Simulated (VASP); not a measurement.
## A VASP 6.6.1 single-point calculation on AlN

INCAR

```
LCHARG = .FALSE.
NBANDS = 16
LASPH = .TRUE.
ISMEAR = -1
NELM = 120
PREC = Accurate
ISIF = 2
NSW = 0
LREAL = .FALSE.
LWAVE = .FALSE.
ENCUT = 520
GGA = PE
IBRION = -1
SIGMA = 0.02
EDIFF = 1E-7
```

KPOINTS

```
KPOINTS created by Atomic Simulation Environment
0
Gamma
4 4 2
0 0 0
```

POSCAR

```
Al N
 1.0000000000000000
     3.1066937601931870    0.0000000000000000    0.0000000000000000
    -1.5533468800965935    2.6904757181059007    0.0000000000000000
     0.0000000000000000    0.0000000000000000    5.0781633829999997
 Al  N
   2   2
Cartesian
  0.0000000000000001  1.7936504787372671 -0.0082609380124685
  1.5533468800965935  0.8968252393686336  2.5308207534875318
  0.0000000000000001  1.7936504787372671  1.9125722066374686
  1.5533468800965935  0.8968252393686336  4.4516538981374687
```

The recommended PBE PAW datasets give the neutral cell 16 valence electrons.

Command

```
mpirun -np 1 vasp_std
```

OSZICAR

```
N       E                     dE             d eps       ncg     rms          rms(c)
DAV:   1     0.414845313763E+02    0.41485E+02   -0.70622E+03   256   0.871E+02
DAV:   2    -0.308214187990E+02   -0.72306E+02   -0.66810E+02   368   0.187E+02
DAV:   3    -0.344333983649E+02   -0.36120E+01   -0.36015E+01   320   0.419E+01
DAV:   4    -0.344553033410E+02   -0.21905E-01   -0.21904E-01   304   0.378E+00
DAV:   5    -0.344555869879E+02   -0.28365E-03   -0.28365E-03   336   0.427E-01    0.121E+01
DAV:   6    -0.297226801917E+02    0.47329E+01   -0.10802E+01   304   0.236E+01    0.416E+00
DAV:   7    -0.297488427658E+02   -0.26163E-01   -0.67962E-01   280   0.571E+00    0.294E+00
DAV:   8    -0.297412112228E+02    0.76315E-02   -0.61223E-02   264   0.226E+00    0.548E-01
DAV:   9    -0.297365342045E+02    0.46770E-02   -0.12164E-02   320   0.794E-01    0.247E-01
DAV:  10    -0.297372026947E+02   -0.66849E-03   -0.24044E-03   288   0.303E-01    0.133E-01
DAV:  11    -0.297371089394E+02    0.93755E-04   -0.20591E-04   288   0.107E-01    0.336E-02
DAV:  12    -0.297371123979E+02   -0.34585E-05   -0.13141E-05   288   0.290E-02    0.874E-03
DAV:  13    -0.297371121051E+02    0.29282E-06   -0.53908E-06   296   0.176E-02    0.587E-03
DAV:  14    -0.297371121119E+02   -0.68426E-08   -0.40300E-07   272   0.536E-03
   1 F= -.29737112E+02 E0= -.29737112E+02  d E =-.305585E-12
```

From OUTCAR

```
k-points           NKPTS =      8   k-points in BZ     NKDIM =      8   number of bands    NBANDS=     16

   NELECT =      16.0000    total number of electrons

   dimension x,y,z NGX =    24 NGY =   24 NGZ =   40
   dimension x,y,z NGXF=    48 NGYF=   48 NGZF=   80

  energy-cutoff  :      520.00
  volume of cell :       42.45
      direct lattice vectors                 reciprocal lattice vectors
     3.106693760  0.000000000  0.000000000     0.321885605  0.185840741  0.000000000
    -1.553346880  2.690475718  0.000000000     0.000000000  0.371681481  0.000000000
     0.000000000  0.000000000  5.078163383     0.000000000  0.000000000  0.196921588

 k-points in reciprocal lattice and weights: KPOINTS created by Atomic Simulation Env
   0.00000000  0.00000000  0.00000000       0.031
   0.25000000  0.00000000  0.00000000       0.188
   0.50000000  0.00000000  0.00000000       0.094
   0.25000000  0.25000000  0.00000000       0.188
   0.00000000  0.00000000  0.50000000       0.031
   0.25000000  0.00000000  0.50000000       0.188
   0.50000000  0.00000000  0.50000000       0.094
   0.25000000  0.25000000  0.50000000       0.188

 E-fermi :   6.4038

 k-point     1 :       0.0000    0.0000    0.0000
  band No.  band energies     occupation
      1      -9.0801      2.00000
      2      -7.0632      2.00000
      3       0.0081      2.00000
      4       5.2596      2.00000
      5       5.2596      2.00000
      6       5.8516      2.00000
      7       5.8516      2.00000
      8       5.8900      2.00000
      9      10.0445      0.00000
     10      12.7128      0.00000
     11      16.3478      0.00000
     12      17.2340      0.00000
     13      17.2340      0.00000
     14      18.5508      0.00000
     15      19.1132      0.00000
     16      19.1132      0.00000

 k-point     2 :       0.2500    0.0000    0.0000
  band No.  band energies     occupation
      1      -8.3331      2.00000
      2      -6.6716      2.00000
      3       0.9280      2.00000
      4       2.6364      2.00000
      5       3.5582      2.00000
      6       4.5581      2.00000
      7       5.5033      2.00000
      8       5.6237      2.00000
      9      12.0497      0.00000
     10      13.5872      0.00000
     11      13.9587      0.00000
     12      16.0458      0.00000
     13      17.5397      0.00000
     14      17.8539      0.00000
     15      17.8869      0.00000
     16      19.3434      0.00000

 k-point     3 :       0.5000    0.0000    0.0000
  band No.  band energies     occupation
      1      -7.1284      2.00000
      2      -6.4765      2.00000
      3       0.6068      2.00000
      4       1.8212      2.00000
      5       2.6844      2.00000
      6       4.0397      2.00000
      7       4.2202      2.00000
      8       5.3325      2.00000
      9      11.6177      0.00000
     10      11.8553      0.00000
     11      14.0537      0.00000
     12      16.1390      0.00000
     13      16.8609      0.00000
     14      17.8132      0.00000
     15      18.7077      0.00000
     16      20.7890      0.00000

 ...

  Total        0.6617239      0.6617239     -0.9285611      0.0000000     -0.0000000      0.0000000
  in kB       24.9777450     24.9777450    -35.0499081      0.0000000     -0.0000000      0.0000000
  external PRESSURE =       4.9685273 kB  Pullay stress =       0.0000000 kB

 POSITION                                       TOTAL-FORCE (eV/Angst)
 -----------------------------------------------------------------------------------
      0.00000      1.79365      5.06990         0.000000      0.000000     -0.014806
      1.55335      0.89683      2.53082        -0.000000      0.000000     -0.014806
      0.00000      1.79365      1.91257         0.000000     -0.000000      0.014806
      1.55335      0.89683      4.45165        -0.000000      0.000000      0.014806
 -----------------------------------------------------------------------------------
    total drift:                               -0.000000     -0.000000      0.001125

  FREE ENERGIE OF THE ION-ELECTRON SYSTEM (eV)
  ---------------------------------------------------
  free  energy   TOTEN  =       -29.7371121119 eV

  energy  without entropy=      -29.7371121119  energy(sigma->0) =      -29.73711211
```

It converged. Results: gap between bands v and c on the k mesh 4.15 eV; least direct gap on the k mesh 4.15 eV; pressure 0.5 GPa; largest force 0.01 eV/Å. Band v is the last that the valence electrons fill when counted band by band, and c is the next.

These settings aren't sound, so the numbers aren't properties of the crystal.

On sound settings PBE gives a gap of 4.16 eV on its mesh and a pressure of 0.6 GPa for the intended cell.

The run took about 6.3 s on one core of a shared host (Intel Xeon Platinum 8488C) and held 0.15 GiB at most.
